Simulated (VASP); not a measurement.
# ZrSe2 in VASP: a series of runs

One slab, ZrSe2, is run at these levels: LDA; tasks: relaxation of shape and atoms at fixed volume, single point.

All numbers are computed with VASP 6.6.1; they aren't measurements. Logs are shortened: lines on timing, memory, paths and dates and some standing lists are left out, and cuts for length are marked.

## Step 1: The structure

The cell holds a slab with vacuum, 3 atoms: a = 3.798 Å, b = 3.798 Å, c = 21.096 Å, α = 90.00°, β = 90.00°, γ = 120.00°.

## Step 2: Relaxation of shape and atoms at fixed volume, LDA

File INCAR:

```
SYSTEM = ZrSe2
PREC = Accurate
ENCUT = 520
EDIFF = 1E-7
ISMEAR = 0
SIGMA = 0.05
LREAL = .False.
LASPH = .True.
NELM = 80
ALGO = Normal
ISIF = 4
LWAVE = .False.
LCHARG = .False.
LDIPOL = .True.
IDIPOL = 3
DIPOL = 0.5 0.5 0.500
GGA = CA
IBRION = 2
NSW = 100
EDIFFG = -0.003
```

File KPOINTS:

```
Automatic mesh
0
Gamma
  12 12 1
  0 0 0
```

File POSCAR:

```
ZrSe2
1.0
    3.7980000000      0.0000000000      0.0000000000
   -1.8990000000      3.2891644800      0.0000000000
    0.0000000000      0.0000000000     21.0960000150
Se Zr
2 1
Direct
    0.6666666670      0.3333333330      0.4266211601
    0.3333333330      0.6666666670      0.5733788399
    0.0000000000      0.0000000000      0.5000000000
```

Potentials or basis: VASP PAW LDA potentials, release 64 (Se, Zr_sv).

Started as:

```bash
$ cat potpaw_LDA.64/Se/POTCAR potpaw_LDA.64/Zr_sv/POTCAR > POTCAR
$ mpirun -np 1 vasp_std > vasp.out
```

OUTCAR:

```text
SYSTEM = ZrSe2
   PREC = Accurate
   ENCUT = 520
   EDIFF = 1E-7
   ISMEAR = 0
   LREAL = .False.
   LASPH = .True.
   NELM = 80
   ISIF = 4
   GGA = CA
   IBRION = 2
   NSW = 100
   EDIFFG = -0.003

 ion  position               nearest neighbor table
   1  0.667  0.333  0.427-   3 2.68   3 2.68   3 2.68
   2  0.333  0.667  0.573-   3 2.68   3 2.68   3 2.68
   3  0.000  0.000  0.500-   1 2.68   2 2.68   2 2.68   1 2.68   1 2.68   2 2.68

  LATTYP: Found a hexagonal cell.
 ALAT       =     3.7980000000
 C/A-ratio  =     5.5545023736

  Lattice vectors:

 A1 = (   3.7980000000,   0.0000000000,   0.0000000000)
 A2 = (  -1.8990000000,   3.2891644800,   0.0000000000)
 A3 = (   0.0000000000,   0.0000000000,  21.0960000150)

Analysis of symmetry for initial positions (statically):
=====================================================================
 Subroutine PRICEL returns:
 Original cell was already a primitive cell.

 Routine SETGRP: Setting up the symmetry group for a
 hexagonal supercell.

 Subroutine GETGRP returns: Found 12 space group operations
 (whereof 12 operations were pure point group operations)
 out of a pool of 24 trial point group operations.

The static configuration has the point symmetry D_3d.

Analysis of symmetry for dynamics (positions and initial velocities):
=====================================================================
 Subroutine PRICEL returns:
 Original cell was already a primitive cell.

 Routine SETGRP: Setting up the symmetry group for a
 hexagonal supercell.

 Subroutine GETGRP returns: Found 12 space group operations
 (whereof 12 operations were pure point group operations)
 out of a pool of 24 trial point group operations.

The dynamic configuration has the point symmetry D_3d.

 Subroutine INISYM returns: Found 12 space group operations
 (whereof 12 operations are pure point group operations),
 and found     1 'primitive' translations

----------------------------------------------------------------------------------------

                                     Primitive cell

  volume of cell :     263.5364

  direct lattice vectors                    reciprocal lattice vectors
     3.798000000  0.000000000  0.000000000     0.263296472  0.152014289  0.000000000
    -1.899000000  3.289164480  0.000000000     0.000000000  0.304028578  0.000000000
     0.000000000  0.000000000 21.096000015     0.000000000  0.000000000  0.047402351

  length of vectors
     3.798000000  3.797999997 21.096000015     0.304028578  0.304028578  0.047402351

  position of ions in fractional coordinates (direct lattice)
     0.666666667  0.333333333  0.426621160
     0.333333333  0.666666667  0.573378840
     0.000000000  0.000000000  0.500000000

  ion indices of the primitive-cell ions
   primitive index   ion index
                 1           1
                 2           2
                 3           3

----------------------------------------------------------------------------------------

 KPOINTS: Automatic mesh

Automatic generation of k-mesh.
 Grid dimensions read from file:
 generate k-points for:   12   12    1

 Generating k-lattice:

  Cartesian coordinates                     Fractional coordinates (reciprocal lattice)
     0.021941373  0.012667857  0.000000000     0.083333333  0.000000000  0.000000000
     0.000000000  0.025335715  0.000000000     0.000000000  0.083333333  0.000000000
     0.000000000  0.000000000  0.047402351     0.000000000  0.000000000  1.000000000

  Length of vectors
     0.025335715  0.025335715  0.047402351

  Shift w.r.t. Gamma in fractional coordinates (k-lattice)
     0.000000000  0.000000000  0.000000000

 Subroutine IBZKPT returns following result:
 ===========================================

 Found     19 irreducible k-points:

 Following reciprocal coordinates:
            Coordinates               Weight
  0.000000  0.000000  0.000000      1.000000
  0.083333  0.000000  0.000000      6.000000
  0.166667  0.000000  0.000000      6.000000
  0.250000  0.000000  0.000000      6.000000
  0.333333  0.000000  0.000000      6.000000
  0.416667 -0.000000  0.000000      6.000000
[... 11 lines left out ...]
  0.333333  0.250000  0.000000     12.000000
  0.333333  0.333333  0.000000      2.000000
   k-points           NKPTS =     19   k-points in BZ     NKDIM =     19   number of bands    NBANDS=     16
   number of dos      NEDOS =    301   number of ions     NIONS =      3
   total plane-waves  NPLWV = 125440
   dimension x,y,z NGX =    28 NGY =   28 NGZ =  160
   dimension x,y,z NGXF=    56 NGYF=   56 NGZF=  320
   ions per type =               2   1
   NGX,Y,Z   is equivalent  to a cutoff of  12.26, 12.26, 12.61 a.u.
   NGXF,Y,Z  is equivalent  to a cutoff of  24.51, 24.51, 25.22 a.u.
 SYSTEM =  ZrSe2
   PREC   = accura    normal or accurate (medium, high low for compatibility)
   ISTART =      0    job   : 0-new  1-cont  2-samecut
   ICHARG =      2    charge: 1-file 2-atom 10-const
   ISPIN  =      1    spin polarized calculation?
   LNONCOLLINEAR =      F non collinear calculations
   LSORBIT =      F    spin-orbit coupling
   LASPH  =      T    aspherical Exc in radial PAW
   ENCUT  =  520.0 eV  38.22 Ry    6.18 a.u.   7.06  7.06 39.22*2*pi/ulx,y,z
   NELM   =     80;   NELMIN=  2; NELMDL= -5     # of ELM steps
   EDIFF  = 0.1E-06   stopping-criterion for ELM
   LREAL  =      F    real-space projection
   EDIFFG = -.3E-02   stopping-criterion for IOM
   NSW    =    100    number of steps for IOM
   IBRION =      2    ionic relax: 0-MD 1-quasi-New 2-CG
   NFREE  =      1    steps in history (QN), initial steepest desc. (CG)
   ISIF   =      4    stress and relaxation
   ISYM   =      2    0-nonsym 1-usesym 2-fastsym
   POTIM  = 0.5000    time-step for ionic-motion
   TEBEG  =    0.0;   TEEND  =   0.0 temperature during run
   PSTRESS=    0.0 pullay stress
   NELECT =      24.0000    total number of electrons
   NUPDOWN=      -1.0000    fix difference up-down
   EMIN   =  10.00;   EMAX   =-10.00  energy-range for DOS
   EFERMI =   0.00;   METHOD = LEGACY
   ISMEAR =     0;   SIGMA  =   0.05  broadening in eV -4-tet -1-fermi 0-gaus
   EFERMI_NEDOS =   21; number of points for ismear=-14 and -15
   IALGO  =     38    algorithm
   IMIX   =      4    mixing-type and parameters
     AMIX     =   0.40;   BMIX     =  1.00
     AMIX_MAG =   1.60;   BMIX_MAG =  1.00
  volume/ion in A,a.u.               =      87.85       592.81
  Fermi-wavevector in a.u.,A,eV,Ry     =   0.736543  1.391865  7.381109  0.542496
  Thomas-Fermi vector in A             =   1.830008
   LORBIT       =      0    0 simple, 1 ext, 2 COOP (PROOUT), +10 PAW based schemes
   GGA     = CA    functional components
   LHFCALC =     F    Hartree Fock is set to
   AEXX    =    0.0000 exact exchange contribution
   IVDW    =     0    specifies the selected vdW correction
   LEPSILON=     F    determine dielectric tensor
   LRPA    =     F    only Hartree local field effects (RPA)
 conjugate gradient relaxation of ions
 non-spin polarized calculation
 Gauss-broadening in eV      SIGMA  =   0.05
  energy-cutoff  :      520.00
  volume of cell :      263.54
 maximum number of plane-waves:      7130
   NGX = 15   NGY = 15   NGZ = 79

--------------------------------------- Ionic step        1  -------------------------------------------

 number of electron      24.0000003 magnetization

 dipolmoment           0.000000      0.000000     -0.000000 electrons x Angstroem

 Free energy of the ion-electron system (eV)
  ---------------------------------------------------
  ext. energy  EPLUGINS =         0.00000000
  ---------------------------------------------------
  free energy    TOTEN  =       -21.44094406 eV

  energy without entropy =      -21.44094406  energy(sigma->0) =      -21.44094406

------------------------ aborting loop because EDIFF is reached ----------------------------------------

  FORCE on cell =-STRESS in cart. coord.  units (eV):
  Direction    XX          YY          ZZ          XY          YZ          ZX
  --------------------------------------------------------------------------------------
  -------------------------------------------------------------------------------------
  Total       -1.7168093     -1.7168092     -0.5700900      0.0000000      0.0000000      0.0000000
  in kB      -10.4373911    -10.4373911     -3.4658782      0.0000000      0.0000000      0.0000000
  external PRESSURE =      -8.1135535 kB  Pullay stress =       0.0000000 kB
[... 98 lines left out ...]
--------------------------------------- Ionic step        4  -------------------------------------------

 number of electron      23.9999999 magnetization

 dipolmoment           0.000000      0.000000      0.000000 electrons x Angstroem

------------------------ aborting loop because EDIFF is reached ----------------------------------------

  FORCE on cell =-STRESS in cart. coord.  units (eV):
  Direction    XX          YY          ZZ          XY          YZ          ZX
  --------------------------------------------------------------------------------------
  -------------------------------------------------------------------------------------
  Total        0.0098420      0.0098420     -0.0086950      0.0000000      0.0000000      0.0000000
  in kB        0.0598347      0.0598347     -0.0528615      0.0000000      0.0000000      0.0000000
  external PRESSURE =       0.0222693 kB  Pullay stress =       0.0000000 kB
[... 61 lines left out ...]
--------------------------------------- Ionic step        6  -------------------------------------------

 number of electron      23.9999999 magnetization

 dipolmoment          -0.000000     -0.000000     -0.000000 electrons x Angstroem

 Free energy of the ion-electron system (eV)
  ---------------------------------------------------
  ext. energy  EPLUGINS =         0.00000000
  ---------------------------------------------------
  free energy    TOTEN  =       -21.47651790 eV

  energy without entropy =      -21.47651688  energy(sigma->0) =      -21.47651739

 E-fermi :  -2.6428     XC(G=0):  -3.2292

 val. band max:       -2.7717152237   @ k =   0.0000   0.0000   0.0000
 cond. band min:      -2.5101337425   @ k =   0.5000   0.0000   0.0000
 fundamental gap:      0.2615814812
 Fermi energy:        -2.6427522951

 k-point     1 :       0.0000    0.0000    0.0000
  band No.  band energies     occupation
      1     -51.8432      2.00000
      2     -30.0811      2.00000
      3     -29.9428      2.00000
      4     -29.9428      2.00000
      5     -16.0198      2.00000
      6     -15.0500      2.00000
[... 340 lines left out ...]
      5     -14.8484      2.00000
      6     -14.8484      2.00000
[... 8 lines left out ...]
     15      -0.3761      0.00000
     16       1.7478      0.00000

------------------------ aborting loop because EDIFF is reached ----------------------------------------

 vacuum level on the upper side and lower side of the slab       (xc-potential included)        -0.044        -0.044

  FORCE on cell =-STRESS in cart. coord.  units (eV):
  Direction    XX          YY          ZZ          XY          YZ          ZX
  --------------------------------------------------------------------------------------
  -------------------------------------------------------------------------------------
  Total       -0.0018785     -0.0018785     -0.0101527      0.0000000      0.0000000      0.0000000
  in kB       -0.0114206     -0.0114206     -0.0617239      0.0000000      0.0000000      0.0000000
  external PRESSURE =      -0.0281884 kB  Pullay stress =       0.0000000 kB
[... 18 lines left out ...]
  FREE ENERGIE OF THE ION-ELECTRON SYSTEM (eV)
  ---------------------------------------------------
  free  energy   TOTEN  =       -21.4765179003 eV

  energy  without entropy=      -21.4765168758  energy(sigma->0) =      -21.47651739

 reached required accuracy - stopping structural energy minimisation

 vacuum level on the upper side and lower side of the slab         2.873         2.873
```

It took 8.1 min on 1 thread of Intel Xeon Platinum 8488C (Sapphire Rapids), shared host; peak memory 0.33 GiB.

Results:

```yaml
Free_energy: -21.4765 eV
Energy_gained_by_relaxing: 11.9 meV/atom
Ionic_steps: 6
Band_gap_on_the_k_mesh: 0.26 eV, indirect (least direct gap 1.00 eV)
```

Step by step:
| step | energy change (eV) | largest force (eV/Å) | pressure (GPa) |
| --- | --- | --- | --- |
| 1 | 0.0000 | 0.1811 | -0.81 |
| 2 | -0.0150 | 0.1753 | -0.66 |
| 3 | -0.0329 | 0.1681 | -0.22 |
| 4 | -0.0356 | 0.0011 | 0.00 |
| 5 | -0.0356 | 0.0001 | 0.00 |
| 6 | -0.0356 | 0.0000 | 0.00 |

Final structure:
```
Se Zr
1.0
     3.71113    0.00000    0.00000
    -1.85557    3.21394    0.00000
     0.00000    0.00000   22.09515
Se Zr
2 1
Cartesian
  1.8556 1.0713 9.4767
  0.0000 2.1426 12.6185
  0.0000 0.0000 11.0476
```

Levels at points of the mesh, in eV from the valence-band top:
```csv
k point,band 9,band 10,band 11,band 12,band 13,band 14,band 15,band 16
"(0.00, 0.00, 0.00)",-2.65,-1.35,0.00,0.00,1.00,1.00,1.57,4.50
"(0.50, 0.00, 0.00)",-2.80,-2.62,-1.64,-1.10,0.26,2.65,3.06,4.94
```

## Step 3: Single point, LDA

This run uses another cell than the first one, of the same volume but with other edges.

File INCAR:

```
SYSTEM = ZrSe2
ALGO     = Normal         ! electronic algorithm
DIPOL    = 0.5 0.5 0.500
EDIFF    = 1E-7           ! SCF threshold, eV
ENCUT    = 520            ! plane-wave cutoff, eV
GGA      = CA             ! functional
IDIPOL   = 3            
ISIF     = 2              ! what is computed and relaxed
ISMEAR   = 0              ! smearing method
LASPH    = .True.         ! aspherical terms in the spheres
LCHARG   = .False.        ! write CHGCAR
LDIPOL   = .True.       
LREAL    = .False.        ! projectors in reciprocal space
LVACPOTAV= .True.       
LVHAR    = .True.       
LWAVE    = .False.        ! write WAVECAR
NBANDS   = 19             ! bands
NELM     = 80             ! most SCF steps
PREC     = Accurate       ! precision mode
SIGMA    = 0.05           ! smearing width, eV
```

File KPOINTS:

```
k-points
0
Gamma
  18 18 1
  0 0 0
```

File POSCAR:

```
ZrSe2                                   
1.0
    3.7111331750     -0.0000000000      0.0000000000
   -1.8555665875      3.2139356038     -0.0000000000
    0.0000000000      0.0000000000     22.0951502401
  Se              Zr            
     2     1
Direct
     0.6666666670000012    0.3333333329999988    0.4289027338589133
     0.3333333329999988    0.6666666670000012    0.5710972661410867
     0.0000000000000000    0.0000000000000000    0.5000000000000000
```

Potentials or basis: VASP PAW LDA potentials, release 64 (Se, Zr_sv).

Started as:

```bash
$ cat potpaw_LDA.64/Se/POTCAR potpaw_LDA.64/Zr_sv/POTCAR > POTCAR
$ mpirun -np 1 vasp_std > vasp.out
```

It took 4.9 min on 1 thread of Intel Xeon Platinum 8488C (Sapphire Rapids), shared host; peak memory 0.4 GiB.

It converged, with:

| Item | Value |
| --- | --- |
| Free energy | -21.4770 eV |
| Band gap on the k mesh | 0.26 eV, indirect (least direct gap 1.00 eV) |
| Ionisation potential of the upper face | 5.67 eV |

Levels at points of the mesh, in eV from the valence-band top:
| k point | band 9 | band 10 | band 11 | band 12 | band 13 | band 14 | band 15 | band 16 |
| --- | --- | --- | --- | --- | --- | --- | --- | --- |
| (0.00, 0.00, 0.00) | -2.65 | -1.35 | 0.00 | 0.00 | 1.00 | 1.00 | 1.57 | 4.50 |
| (0.50, 0.00, 0.00) | -2.79 | -2.62 | -1.64 | -1.10 | 0.26 | 2.65 | 3.07 | 4.94 |
